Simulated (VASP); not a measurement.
# AlP (F-43m) in VASP: settings compared

Aim: see how the results for AlP move with the level of theory and the settings. Levels: RPBE, PBEsol. Tasks: relaxation of cell and atoms.

Program: VASP 6.6.1. These are calculated values, not measurements. Logs are shortened: lines on timing, memory, paths and dates and some standing lists are left out, and cuts for length are marked.

## (1) The crystal as given

Symmetry: F-43m, No. 216, cubic system. The conventional cell has a = 5.451 Å, b = 5.451 Å, c = 5.451 Å, α = 90.00°, β = 90.00°, γ = 90.00°. Al (site symmetry -43m) is surrounded by 4 P at 2.36 Å. P (site symmetry -43m) has 4 Al at 2.36 Å as nearest neighbours.

## (2) Relaxation of cell and atoms, RPBE

INCAR

```
PREC     = Accurate       # precision mode
ENCUT    = 600            # plane-wave cutoff, eV
EDIFF    = 1E-6           # SCF threshold, eV
ISMEAR   = 0              # smearing method
SIGMA    = 0.03           # smearing width, eV
LREAL    = F              # projectors in reciprocal space
LASPH    = T              # aspherical terms in the spheres
NELM     = 80             # most SCF steps
ALGO     = Normal         # electronic algorithm
ISIF     = 3              # what is computed and relaxed
LWAVE    = F              # write WAVECAR
LCHARG   = F              # write CHGCAR
GGA      = RP             # functional
IBRION   = 2              # ionic algorithm
NSW      = 90             # ionic steps
EDIFFG   = -0.01          # ionic threshold
```

KPOINTS

```
Automatic mesh
0
Gamma
  8 8 8
```

POSCAR

```
AlP
1.0
    0.0000000000      2.7255000000      2.7255000000
    2.7255000000      0.0000000000      2.7255000000
    2.7255000000      2.7255000000      0.0000000000
Al P
1 1
Direct
    0.0000000000      0.0000000000      0.0000000000
    0.2500000000      0.2500000000      0.2500000000
```

Potentials or basis: VASP PAW PBE potentials, release 64 (Al, P).

The run is started by

```sh
cat potpaw_PBE.64/Al/POTCAR potpaw_PBE.64/P/POTCAR > POTCAR
mpirun -np 1 vasp_std > vasp.out
```

OUTCAR:

```text
PREC = Accurate
   ENCUT = 600
   EDIFF = 1E-6
   ISMEAR = 0
   LREAL = F
   LASPH = T
   NELM = 80
   ISIF = 3
   GGA = RP
   IBRION = 2
   NSW = 90
   EDIFFG = -0.01

 ion  position               nearest neighbor table
   1  0.000  0.000  0.000-   2 2.36   2 2.36   2 2.36   2 2.36
   2  0.250  0.250  0.250-   1 2.36   1 2.36   1 2.36   1 2.36

  LATTYP: Found a face centered cubic cell.
 ALAT       =     5.4510000000

  Lattice vectors:

 A1 = (   0.0000000000,   2.7255000000,   2.7255000000)
 A2 = (   2.7255000000,   0.0000000000,   2.7255000000)
 A3 = (   2.7255000000,   2.7255000000,   0.0000000000)

Analysis of symmetry for initial positions (statically):
=====================================================================
 Subroutine PRICEL returns:
 Original cell was already a primitive cell.

 Routine SETGRP: Setting up the symmetry group for a
 face centered cubic supercell.

 Subroutine GETGRP returns: Found 24 space group operations
 (whereof 24 operations were pure point group operations)
 out of a pool of 48 trial point group operations.

The static configuration has the point symmetry T_d .

Analysis of symmetry for dynamics (positions and initial velocities):
=====================================================================
 Subroutine PRICEL returns:
 Original cell was already a primitive cell.

 Routine SETGRP: Setting up the symmetry group for a
 face centered cubic supercell.

 Subroutine GETGRP returns: Found 24 space group operations
 (whereof 24 operations were pure point group operations)
 out of a pool of 48 trial point group operations.

The dynamic configuration has the point symmetry T_d .

 Subroutine INISYM returns: Found 24 space group operations
 (whereof 24 operations are pure point group operations),
 and found     1 'primitive' translations

----------------------------------------------------------------------------------------

                                     Primitive cell

  volume of cell :      40.4919

  direct lattice vectors                    reciprocal lattice vectors
     0.000000000  2.725500000  2.725500000    -0.183452578  0.183452578  0.183452578
     2.725500000  0.000000000  2.725500000     0.183452578 -0.183452578  0.183452578
     2.725500000  2.725500000  0.000000000     0.183452578  0.183452578 -0.183452578

  length of vectors
     3.854439064  3.854439064  3.854439064     0.317749185  0.317749185  0.317749185

  position of ions in fractional coordinates (direct lattice)
     0.000000000  0.000000000  0.000000000
     0.250000000  0.250000000  0.250000000

  ion indices of the primitive-cell ions
   primitive index   ion index
                 1           1
                 2           2

----------------------------------------------------------------------------------------

 KPOINTS: Automatic mesh

Automatic generation of k-mesh.
 Grid dimensions read from file:
 generate k-points for:    8    8    8

 Generating k-lattice:

  Cartesian coordinates                     Fractional coordinates (reciprocal lattice)
    -0.022931572  0.022931572  0.022931572     0.125000000  0.000000000  0.000000000
     0.022931572 -0.022931572  0.022931572     0.000000000  0.125000000  0.000000000
     0.022931572  0.022931572 -0.022931572     0.000000000  0.000000000  0.125000000

  Length of vectors
     0.039718648  0.039718648  0.039718648

  Shift w.r.t. Gamma in fractional coordinates (k-lattice)
     0.000000000  0.000000000  0.000000000

 Subroutine IBZKPT returns following result:
 ===========================================

 Found     29 irreducible k-points:

 Following reciprocal coordinates:
            Coordinates               Weight
  0.000000  0.000000  0.000000      1.000000
  0.125000  0.000000  0.000000      8.000000
  0.250000  0.000000  0.000000      8.000000
  0.375000  0.000000  0.000000      8.000000
  0.500000  0.000000  0.000000      4.000000
  0.125000  0.125000  0.000000      6.000000
[... 16 lines left out ...]
  0.500000  0.250000  0.125000     48.000000
 -0.375000  0.250000  0.125000     24.000000
 [... further k-points ...]
   k-points           NKPTS =     29   k-points in BZ     NKDIM =     29   number of bands    NBANDS=      8
   number of dos      NEDOS =    301   number of ions     NIONS =      2
   total plane-waves  NPLWV =  32768
   dimension x,y,z NGX =    32 NGY =   32 NGZ =   32
   dimension x,y,z NGXF=    64 NGYF=   64 NGZF=   64
   ions per type =               1   1
   NGX,Y,Z   is equivalent  to a cutoff of  13.80, 13.80, 13.80 a.u.
   NGXF,Y,Z  is equivalent  to a cutoff of  27.60, 27.60, 27.60 a.u.
 SYSTEM =  unknown system
   PREC   = accura    normal or accurate (medium, high low for compatibility)
   ISTART =      0    job   : 0-new  1-cont  2-samecut
   ICHARG =      2    charge: 1-file 2-atom 10-const
   ISPIN  =      1    spin polarized calculation?
   LNONCOLLINEAR =      F non collinear calculations
   LSORBIT =      F    spin-orbit coupling
   LASPH  =      T    aspherical Exc in radial PAW
   ENCUT  =  600.0 eV  44.10 Ry    6.64 a.u.   7.70  7.70  7.70*2*pi/ulx,y,z
   NELM   =     80;   NELMIN=  2; NELMDL= -5     # of ELM steps
   EDIFF  = 0.1E-05   stopping-criterion for ELM
   LREAL  =      F    real-space projection
   EDIFFG = -.1E-01   stopping-criterion for IOM
   NSW    =     90    number of steps for IOM
   IBRION =      2    ionic relax: 0-MD 1-quasi-New 2-CG
   NFREE  =      1    steps in history (QN), initial steepest desc. (CG)
   ISIF   =      3    stress and relaxation
   ISYM   =      2    0-nonsym 1-usesym 2-fastsym
   POTIM  = 0.5000    time-step for ionic-motion
   TEBEG  =    0.0;   TEEND  =   0.0 temperature during run
   PSTRESS=    0.0 pullay stress
   NELECT =       8.0000    total number of electrons
   NUPDOWN=      -1.0000    fix difference up-down
   EMIN   =  10.00;   EMAX   =-10.00  energy-range for DOS
   EFERMI =   0.00;   METHOD = LEGACY
   ISMEAR =     0;   SIGMA  =   0.03  broadening in eV -4-tet -1-fermi 0-gaus
   EFERMI_NEDOS =   21; number of points for ismear=-14 and -15
   IALGO  =     38    algorithm
   IMIX   =      4    mixing-type and parameters
     AMIX     =   0.40;   BMIX     =  1.00
     AMIX_MAG =   1.60;   BMIX_MAG =  1.00
  volume/ion in A,a.u.               =      20.25       136.63
  Fermi-wavevector in a.u.,A,eV,Ry     =   0.953488  1.801831 12.369596  0.909140
  Thomas-Fermi vector in A             =   2.082148
   LORBIT       =      0    0 simple, 1 ext, 2 COOP (PROOUT), +10 PAW based schemes
   GGA     = RP    functional components
   LHFCALC =     F    Hartree Fock is set to
   AEXX    =    0.0000 exact exchange contribution
   IVDW    =     0    specifies the selected vdW correction
   LEPSILON=     F    determine dielectric tensor
   LRPA    =     F    only Hartree local field effects (RPA)
 conjugate gradient relaxation of ions
 non-spin polarized calculation
 Gauss-broadening in eV      SIGMA  =   0.03
  energy-cutoff  :      600.00
  volume of cell :       40.49
 maximum number of plane-waves:      1365
   NGX = 15   NGY = 15   NGZ = 15

--------------------------------------- Ionic step        1  -------------------------------------------

 number of electron       8.0000000 magnetization

 Free energy of the ion-electron system (eV)
  ---------------------------------------------------
  ext. energy  EPLUGINS =         0.00000000
  ---------------------------------------------------
  free energy    TOTEN  =        -9.81022330 eV

  energy without entropy =       -9.81022330  energy(sigma->0) =       -9.81022330

------------------------ aborting loop because EDIFF is reached ----------------------------------------

  FORCE on cell =-STRESS in cart. coord.  units (eV):
  Direction    XX          YY          ZZ          XY          YZ          ZX
  --------------------------------------------------------------------------------------
  -------------------------------------------------------------------------------------
  Total        1.0608221      1.0608221      1.0608221      0.0000000      0.0000000      0.0000000
  in kB       41.9744071     41.9744071     41.9744071      0.0000000      0.0000000      0.0000000
  external PRESSURE =      41.9744071 kB  Pullay stress =       0.0000000 kB
[... 57 lines left out ...]
  energy  without entropy=       -9.8271448291  energy(sigma->0) =       -9.82714483

--------------------------------------- Ionic step        3  -------------------------------------------

 number of electron       7.9999999 magnetization

 Free energy of the ion-electron system (eV)
  ---------------------------------------------------
  ext. energy  EPLUGINS =         0.00000000
  ---------------------------------------------------
  free energy    TOTEN  =        -9.83516168 eV

  energy without entropy =       -9.83516168  energy(sigma->0) =       -9.83516168

 E-fermi :   4.4533     XC(G=0):  -8.9169

 val. band max:        4.2694050419   @ k =   0.0000   0.0000   0.0000
 cond. band min:       6.0160281749   @ k =   0.5000   0.5000   0.0000
 fundamental gap:      1.7466231330
 Fermi energy:         4.4532794015

 k-point     1 :       0.0000    0.0000    0.0000
  band No.  band energies     occupation
      1      -6.9688      2.00000
      2       4.2694      2.00000
      3       4.2694      2.00000
      4       4.2694      2.00000
      5       7.3519      0.00000
      6       8.8029      0.00000
      7       8.8029      0.00000
      8       8.8029      0.00000
[... 243 lines left out ...]
 k-point    24 :      -0.3750    0.2500    0.1250
  band No.  band energies     occupation
      1      -5.1099      2.00000
      2      -0.7038      2.00000
      3       1.7994      2.00000
      4       2.8638      2.00000
      5       8.2254      0.00000
      6       8.8121      0.00000
      7      11.0536      0.00000
      8      11.8915      0.00000

 [... further k-points ...]

------------------------ aborting loop because EDIFF is reached ----------------------------------------

  FORCE on cell =-STRESS in cart. coord.  units (eV):
  Direction    XX          YY          ZZ          XY          YZ          ZX
  --------------------------------------------------------------------------------------
  -------------------------------------------------------------------------------------
  Total        0.0010490      0.0010490      0.0010490      0.0000000      0.0000000      0.0000000
  in kB        0.0395665      0.0395665      0.0395665      0.0000000      0.0000000      0.0000000
  external PRESSURE =       0.0395665 kB  Pullay stress =       0.0000000 kB
[... 17 lines left out ...]
  FREE ENERGIE OF THE ION-ELECTRON SYSTEM (eV)
  ---------------------------------------------------
  free  energy   TOTEN  =        -9.8351616766 eV

  energy  without entropy=       -9.8351616766  energy(sigma->0) =       -9.83516168

 reached required accuracy - stopping structural energy minimisation
```

Run time: 11 s. Hardware: 1 thread of Intel Xeon 6975P-C (Granite Rapids), shared host; peak memory 0.17 GiB.

Results:

```yaml
Free_energy: -9.8352 eV
Relaxed_volume: 21.24 Å³/atom
Relaxed_cell: a = 3.916 Å, b = 3.916 Å, c = 3.916 Å, α = 60.00°, β = 60.00°, γ = 60.00°
Space_group_after_relaxing_to_0.05_Å: F-43m (No. 216)
Energy_gained_by_relaxing: 12.5 meV/atom
Ionic_steps: 3
Pressure_after_relaxing: 0.0 GPa
Band_gap_on_the_k_mesh: 1.75 eV, indirect (least direct gap 3.08 eV)
```

Step by step:
```csv
step,energy change (eV),largest force (eV/Å),pressure (GPa),volume (Å³)
1,0.0000,0.0000,4.20,40.49
2,-0.0169,0.0000,-2.08,43.68
3,-0.0249,0.0000,0.00,42.48
```

Final structure:
```
CELL_PARAMETERS angstrom
0.00000 2.76936 2.76936
2.76936 0.00000 2.76936
2.76936 2.76936 0.00000
ATOMIC_POSITIONS crystal
Al 0.00000 0.00000 0.00000
P 0.25000 0.25000 0.25000
```

Caveat: the PAW data sets were made with another functional, which shifts forces and pressure a little. A k mesh can miss the band edges.

(Continued in part 2 of 2.)
